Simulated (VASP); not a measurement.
# ZnS (P6_3mc) in VASP: notebook, part 2 of 2

VASP 6.6.1. The steps go on from the part before.

## 4. Single point, LDA

This run uses another cell than the first one, of 18.59 Å³/atom, 1.022 times its volume.

File INCAR:

```
ALGO = Normal ; EDIFF = 1E-6
ENCUT = 520 ; ISIF = 2
ISMEAR = 0 ; LASPH = T
LCHARG = F ; LREAL = F
LWAVE = F ; NBANDS = 26
NELM = 80 ; PREC = Accurate
SIGMA = 0.01
```

File KPOINTS:

```
k-points
0
Gamma
  6 6 4
```

File POSCAR:

```
ZnS
1.0
    3.7382324346      0.0000000000      0.0000000000
   -1.8691162173      3.2374042537      0.0000000000
    0.0000000000      0.0000000000      6.1429976498
Zn S
2 2
Direct
    0.3333333333      0.6666666667      0.0055913297
    0.6666666667      0.3333333333      0.5055913297
    0.3333333333      0.6666666667      0.3794086703
    0.6666666667      0.3333333333      0.8794086703
```

Potentials or basis: VASP PAW LDA potentials, release 64 (Zn, S).

Command:

```
$ cat potpaw_LDA.64/Zn/POTCAR potpaw_LDA.64/S/POTCAR > POTCAR
$ mpirun -np 1 vasp_std > vasp.out
```

OUTCAR:

```text
EDIFF = 1E-6
   ENCUT = 520
   ISIF = 2
   ISMEAR = 0
   LASPH = T
   LREAL = F
   NELM = 80
   PREC = Accurate

 ion  position               nearest neighbor table
   1  0.333  0.667  0.006-   4 2.29   4 2.29   4 2.29   3 2.30
   2  0.667  0.333  0.506-   3 2.29   3 2.29   3 2.29   4 2.30
   3  0.333  0.667  0.379-   2 2.29   2 2.29   2 2.29   1 2.30
   4  0.667  0.333  0.879-   1 2.29   1 2.29   1 2.29   2 2.30

  LATTYP: Found a hexagonal cell.
 ALAT       =     3.7382324346
 C/A-ratio  =     1.6432893773

  Lattice vectors:

 A1 = (   3.7382324346,   0.0000000000,   0.0000000000)
 A2 = (  -1.8691162173,   3.2374042537,   0.0000000000)
 A3 = (   0.0000000000,   0.0000000000,   6.1429976498)

Analysis of symmetry for initial positions (statically):
=====================================================================
 Subroutine PRICEL returns:
 Original cell was already a primitive cell.

 Routine SETGRP: Setting up the symmetry group for a
 hexagonal supercell.

 Subroutine GETGRP returns: Found 12 space group operations
 (whereof  6 operations were pure point group operations)
[... 165 lines left out ...]
  energy without entropy =      -16.39874702  energy(sigma->0) =      -16.39874702

 E-fermi :   2.6224     XC(G=0): -10.3084

 val. band max:        2.5331482792   @ k =   0.0000   0.0000   0.0000
 cond. band min:       4.7582063083   @ k =   0.0000   0.0000   0.0000
 fundamental gap:      2.2250580291
 Fermi energy:         2.6224428049

 k-point     1 :       0.0000    0.0000    0.0000
  band No.  band energies     occupation
      1     -11.0422      2.00000
      2      -9.9748      2.00000
      3      -4.2367      2.00000
      4      -4.2163      2.00000
      5      -4.2163      2.00000
      6      -4.1271      2.00000
[... 598 lines left out ...]
     25      12.1523      0.00000
     26      12.1523      0.00000

------------------------ aborting loop because EDIFF is reached ----------------------------------------

  FORCE on cell =-STRESS in cart. coord.  units (eV):
  Direction    XX          YY          ZZ          XY          YZ          ZX
  --------------------------------------------------------------------------------------
  -------------------------------------------------------------------------------------
  Total        0.1229965      0.1229965      0.1042407      0.0000000      0.0000000      0.0000000
  in kB        2.6506958      2.6506958      2.2464898      0.0000000      0.0000000      0.0000000
  external PRESSURE =       2.5159605 kB  Pullay stress =       0.0000000 kB

 VOLUME and BASIS-vectors are now :
 -----------------------------------------------------------------------------
  energy-cutoff  :      520.00
  volume of cell :       74.34
      direct lattice vectors                 reciprocal lattice vectors
     3.738232435  0.000000000  0.000000000     0.267506105  0.154444722  0.000000000
    -1.869116217  3.237404254  0.000000000     0.000000000  0.308889444  0.000000000
     0.000000000  0.000000000  6.142997650     0.000000000  0.000000000  0.162786974

 POSITION                                       TOTAL-FORCE (eV/Angst)
 -----------------------------------------------------------------------------------
     -0.00000      2.15827      0.03435         0.000000      0.000000      0.001848
      1.86912      1.07913      3.10585         0.000000      0.000000      0.001848
     -0.00000      2.15827      2.33071         0.000000      0.000000     -0.001848
      1.86912      1.07913      5.40221        -0.000000      0.000000     -0.001848
 -----------------------------------------------------------------------------------
    total drift:                               -0.000001     -0.000001     -0.000694

  FREE ENERGIE OF THE ION-ELECTRON SYSTEM (eV)
  ---------------------------------------------------
  free  energy   TOTEN  =       -16.3987470155 eV

  energy  without entropy=      -16.3987470155  energy(sigma->0) =      -16.39874702
```

OSZICAR:

```text
N       E                     dE             d eps       ncg     rms          rms(c)
DAV:   1     0.250958829582E+03    0.25096E+03   -0.17247E+04  1092   0.171E+03
DAV:   2     0.908121718955E+01   -0.24188E+03   -0.23206E+03  1092   0.363E+02
DAV:   3    -0.166212127216E+02   -0.25702E+02   -0.25440E+02  1320   0.116E+02
DAV:   4    -0.172685429119E+02   -0.64733E+00   -0.64598E+00  1260   0.183E+01
DAV:   5    -0.172779018320E+02   -0.93589E-02   -0.93564E-02  1296   0.222E+00    0.109E+01
DAV:   6    -0.164388978839E+02    0.83900E+00   -0.16835E+00  1570   0.392E+01    0.814E+00
DAV:   7    -0.164162644166E+02    0.22633E-01   -0.12568E+00  1160   0.711E+00    0.331E+00
DAV:   8    -0.164000957400E+02    0.16169E-01   -0.35886E-02  1184   0.119E+00    0.869E-01
DAV:   9    -0.163986857858E+02    0.14100E-02   -0.91318E-03  1464   0.992E-01    0.238E-01
DAV:  10    -0.163987322613E+02   -0.46476E-04   -0.35711E-04  1256   0.192E-01    0.114E-01
DAV:  11    -0.163987472355E+02   -0.14974E-04   -0.28809E-05  1254   0.538E-02    0.416E-02
DAV:  12    -0.163987470155E+02    0.21999E-06   -0.41053E-06  1278   0.284E-02
   1 F= -.16398747E+02 E0= -.16398747E+02  d E =-.184288E-38
```

Run time: 42 s. Hardware: 1 thread of Intel Xeon Platinum 8488C (Sapphire Rapids), shared host; peak memory 0.17 GiB.

Results:

| Property | Result |
| --- | --- |
| Free energy | -16.3987 eV |
| Pressure | 0.3 GPa |
| Band gap on the k mesh | 2.23 eV, direct |

Levels at points of the mesh, in eV from the valence-band top:
| k point | band 15 | band 16 | band 17 | band 18 | band 19 | band 20 | band 21 | band 22 |
| --- | --- | --- | --- | --- | --- | --- | --- | --- |
| (0.00, 0.00, 0.00) | -0.99 | -0.10 | 0.00 | 0.00 | 2.23 | 3.02 | 6.12 | 6.12 |
| (0.50, 0.00, 0.00) | -3.61 | -2.47 | -1.91 | -0.98 | 3.42 | 4.22 | 4.88 | 6.74 |
| (0.00, 0.00, 0.50) | -0.52 | -0.52 | -0.52 | -0.52 | 3.53 | 3.53 | 6.61 | 6.61 |
| (0.50, 0.00, 0.50) | -1.81 | -1.81 | -1.79 | -1.79 | 3.34 | 3.34 | 5.03 | 5.03 |

## 5. Single point, LDA

This run uses another cell than the first one, of 18.59 Å³/atom, 1.022 times its volume.

File INCAR:

```
SYSTEM = ZnS
ALGO     = Normal         ! electronic algorithm
EDIFF    = 1E-6           ! SCF threshold, eV
ENCUT    = 520            ! plane-wave cutoff, eV
GGA      = CA             ! functional
ISIF     = 2              ! what is computed and relaxed
ISMEAR   = 0              ! smearing method
LASPH    = .True.         ! aspherical terms in the spheres
LCHARG   = .True.         ! write CHGCAR
LELF     = .True.         ! ELF
LREAL    = .False.        ! projectors in reciprocal space
LVHAR    = .True.       
LWAVE    = .False.        ! write WAVECAR
NBANDS   = 26             ! bands
NELM     = 80             ! most SCF steps
PREC     = Accurate       ! precision mode
SIGMA    = 0.01           ! smearing width, eV
```

File KPOINTS:

```
k-points
0
Gamma
  6 6 4
  0 0 0
```

POSCAR is that of step 4.

Potentials or basis: VASP PAW LDA potentials, release 64 (Zn, S).

Command:

```
$ cat potpaw_LDA.64/Zn/POTCAR potpaw_LDA.64/S/POTCAR > POTCAR
$ mpirun -np 1 vasp_std > vasp.out
```

OUTCAR:

```text
SYSTEM = ZnS
   EDIFF = 1E-6
   ENCUT = 520
   GGA = CA
   ISIF = 2
   ISMEAR = 0
   LASPH = .True.
   LREAL = .False.
   NELM = 80
   PREC = Accurate

 ion  position               nearest neighbor table
   1  0.333  0.667  0.006-   4 2.29   4 2.29   4 2.29   3 2.30
   2  0.667  0.333  0.506-   3 2.29   3 2.29   3 2.29   4 2.30
   3  0.333  0.667  0.379-   2 2.29   2 2.29   2 2.29   1 2.30
   4  0.667  0.333  0.879-   1 2.29   1 2.29   1 2.29   2 2.30

  LATTYP: Found a hexagonal cell.
 ALAT       =     3.7382324346
 C/A-ratio  =     1.6432893773

  Lattice vectors:

 A1 = (   3.7382324346,   0.0000000000,   0.0000000000)
 A2 = (  -1.8691162173,   3.2374042537,   0.0000000000)
 A3 = (   0.0000000000,   0.0000000000,   6.1429976498)

Analysis of symmetry for initial positions (statically):
=====================================================================
 Subroutine PRICEL returns:
[... 168 lines left out ...]
  ext. energy  EPLUGINS =         0.00000000
  ---------------------------------------------------
  free energy    TOTEN  =       -16.39874702 eV

  energy without entropy =      -16.39874702  energy(sigma->0) =      -16.39874702

 E-fermi :   2.6224     XC(G=0): -10.3084

 val. band max:        2.5331482792   @ k =   0.0000   0.0000   0.0000
 cond. band min:       4.7582063083   @ k =   0.0000   0.0000   0.0000
 fundamental gap:      2.2250580291
 Fermi energy:         2.6224428049

 k-point     1 :       0.0000    0.0000    0.0000
  band No.  band energies     occupation
      1     -11.0422      2.00000
      2      -9.9748      2.00000
      3      -4.2367      2.00000
      4      -4.2163      2.00000
      5      -4.2163      2.00000
      6      -4.1271      2.00000
[... 598 lines left out ...]
     25      12.1523      0.00000
     26      12.1523      0.00000

------------------------ aborting loop because EDIFF is reached ----------------------------------------

  FORCE on cell =-STRESS in cart. coord.  units (eV):
  Direction    XX          YY          ZZ          XY          YZ          ZX
  --------------------------------------------------------------------------------------
  -------------------------------------------------------------------------------------
  Total        0.1229965      0.1229965      0.1042407      0.0000000      0.0000000      0.0000000
  in kB        2.6506958      2.6506958      2.2464898      0.0000000      0.0000000      0.0000000
  external PRESSURE =       2.5159605 kB  Pullay stress =       0.0000000 kB

 VOLUME and BASIS-vectors are now :
 -----------------------------------------------------------------------------
  energy-cutoff  :      520.00
  volume of cell :       74.34
      direct lattice vectors                 reciprocal lattice vectors
     3.738232435  0.000000000  0.000000000     0.267506105  0.154444722  0.000000000
    -1.869116217  3.237404254  0.000000000     0.000000000  0.308889444  0.000000000
     0.000000000  0.000000000  6.142997650     0.000000000  0.000000000  0.162786974

 POSITION                                       TOTAL-FORCE (eV/Angst)
 -----------------------------------------------------------------------------------
     -0.00000      2.15827      0.03435         0.000000      0.000000      0.001848
      1.86912      1.07913      3.10585         0.000000      0.000000      0.001848
     -0.00000      2.15827      2.33071         0.000000      0.000000     -0.001848
      1.86912      1.07913      5.40221        -0.000000      0.000000     -0.001848
 -----------------------------------------------------------------------------------
    total drift:                               -0.000001     -0.000001     -0.000694

  FREE ENERGIE OF THE ION-ELECTRON SYSTEM (eV)
  ---------------------------------------------------
  free  energy   TOTEN  =       -16.3987470155 eV

  energy  without entropy=      -16.3987470155  energy(sigma->0) =      -16.39874702
```

OSZICAR:

```text
N       E                     dE             d eps       ncg     rms          rms(c)
DAV:   1     0.250958829582E+03    0.25096E+03   -0.17247E+04  1092   0.171E+03
DAV:   2     0.908121718955E+01   -0.24188E+03   -0.23206E+03  1092   0.363E+02
DAV:   3    -0.166212127216E+02   -0.25702E+02   -0.25440E+02  1320   0.116E+02
DAV:   4    -0.172685429119E+02   -0.64733E+00   -0.64598E+00  1260   0.183E+01
DAV:   5    -0.172779018320E+02   -0.93589E-02   -0.93564E-02  1296   0.222E+00    0.109E+01
DAV:   6    -0.164388978839E+02    0.83900E+00   -0.16835E+00  1570   0.392E+01    0.814E+00
DAV:   7    -0.164162644166E+02    0.22633E-01   -0.12568E+00  1160   0.711E+00    0.331E+00
DAV:   8    -0.164000957400E+02    0.16169E-01   -0.35886E-02  1184   0.119E+00    0.869E-01
DAV:   9    -0.163986857858E+02    0.14100E-02   -0.91318E-03  1464   0.992E-01    0.238E-01
DAV:  10    -0.163987322613E+02   -0.46476E-04   -0.35711E-04  1256   0.192E-01    0.114E-01
DAV:  11    -0.163987472355E+02   -0.14974E-04   -0.28809E-05  1254   0.538E-02    0.416E-02
DAV:  12    -0.163987470155E+02    0.21999E-06   -0.41053E-06  1278   0.284E-02
   1 F= -.16398747E+02 E0= -.16398747E+02  d E =-.184288E-38
```

It took 53 s on 1 thread of Intel Xeon Platinum 8488C (Sapphire Rapids), shared host; peak memory 0.17 GiB.

What came out:

| Quantity | Value |
| --- | --- |
| Free energy | -16.3987 eV |
| Pressure | 0.3 GPa |
| Band gap on the k mesh | 2.23 eV, direct |

## 6. Comparison with measurements

Step 3. Measured gap of ZnS: 3.911 eV (direct; 4 K; a printed reference work, monograph). This calculation gives 2.33 eV (-1.58 eV). The value is that of LDA, without temperature or zero-point motion. Semilocal functionals fall short of measured gaps as a rule.

Step 4. Against the measured gap of ZnS, 3.911 eV (direct; 4 K; a printed reference work, monograph), the calculated 2.23 eV is off by -1.69 eV. The value is that of LDA, without temperature or zero-point motion. Semilocal functionals fall short of measured gaps as a rule.
